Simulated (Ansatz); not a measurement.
MnF2: band structure with PBEsol

The system is MnF2.

```xyz
6
Lattice="4.8738 0.0000 0.0000 0.0000 4.8738 0.0000 0.0000 0.0000 3.3107" Properties=species:S:1:pos:R:3 pbc="T T T"
Mn    2.4369    2.4369    1.6554
Mn    0.0000    0.0000    0.0000
F     3.9249    0.9489    1.6554
F     3.3858    3.3858    0.0000
F     0.9489    3.9249    1.6554
F     1.4880    1.4880    0.0000
```

| Item | Value |
| --- | --- |
| Program | Ansatz 0.2.0 |
| Task | band structure |
| Functional | PBEsol |
| Potentials or basis | JTH PAW |
| Cutoff | 1500 eV (not typed: the program's choice for these potentials) |
| k mesh | 6 × 6 × 8 |
| Occupations | fermi-dirac, width 0.05 eV |
| Spin | collinear spin, ferromagnetic start |
| Starting moments | [4.0, 4.0, 0.0, 0.0, 0.0, 0.0] μB |
| Path | [["G", "X", "M", "G", "Z", "R", "A", "Z"], ["X", "R"], ["M", "A"]] |
| Points for each segment of the path | 14 |

The pressure is -0.3 GPa. The band gap on the k mesh is 0.89 eV, direct. The band gap along the path is 0.89 eV, direct. The net moment is 10.00 μB per cell. The absolute moment is 10.00 μB per cell and the site moments are Mn +4.18; F +0.10 μB.

Stress tensor (GPa, compression positive):
```
-0.24  0.00  0.00
 0.00 -0.24  0.00
 0.00  0.00 -0.51
```

Levels at the corners of the path, in eV from the valence-band top:
Spin up:
```tsv
point	band 32	band 33	band 34	band 35	band 36	band 37
Γ	-0.56	-0.56	0.00	0.89	6.21	6.21
X	-0.83	-0.69	-0.69	3.26	3.26	7.54
M	-1.14	-0.57	-0.57	4.78	4.78	5.32
Γ	-0.56	-0.56	0.00	0.89	6.21	6.21
Z	-1.25	-1.02	-1.02	5.52	5.52	9.31
R	-1.68	-0.33	-0.33	6.59	6.59	6.72
A	-1.28	-0.84	-0.84	6.57	6.57	7.67
Z	-1.25	-1.02	-1.02	5.52	5.52	9.31
X	-0.83	-0.69	-0.69	3.26	3.26	7.54
R	-1.68	-0.33	-0.33	6.59	6.59	6.72
M	-1.14	-0.57	-0.57	4.78	4.78	5.32
A	-1.28	-0.84	-0.84	6.57	6.57	7.67
```
Spin down:
| point | band 22 | band 23 | band 24 | band 25 | band 26 | band 27 |
| --- | --- | --- | --- | --- | --- | --- |
| Γ | -4.72 | -4.72 | -4.43 | 1.61 | 1.68 | 2.10 |
| X | -5.51 | -4.76 | -4.76 | 1.86 | 1.86 | 2.29 |
| M | -5.18 | -5.09 | -5.09 | 1.74 | 1.74 | 2.18 |
| Γ | -4.72 | -4.72 | -4.43 | 1.61 | 1.68 | 2.10 |
| Z | -5.35 | -5.13 | -5.13 | 2.10 | 2.10 | 2.18 |
| R | -5.19 | -4.93 | -4.93 | 1.81 | 1.81 | 2.24 |
| A | -4.92 | -4.83 | -4.83 | 2.08 | 2.08 | 2.16 |
| Z | -5.35 | -5.13 | -5.13 | 2.10 | 2.10 | 2.18 |
| X | -5.51 | -4.76 | -4.76 | 1.86 | 1.86 | 2.29 |
| R | -5.19 | -4.93 | -4.93 | 1.81 | 1.81 | 2.24 |
| M | -5.18 | -5.09 | -5.09 | 1.74 | 1.74 | 2.18 |
| A | -4.92 | -4.83 | -4.83 | 2.08 | 2.08 | 2.16 |

Wall time 42 s on 2 threads of AMD EPYC 9R45 96-Core Processor (Zen 5) (shared host), peak memory 2.6 GiB.

Caveat: the magnetic or orbital state may not be the lowest; only a ferromagnetic start was run, and an antiferromagnetic order may lie lower in energy. As with any semilocal functional, this PBEsol gap is likely too small.
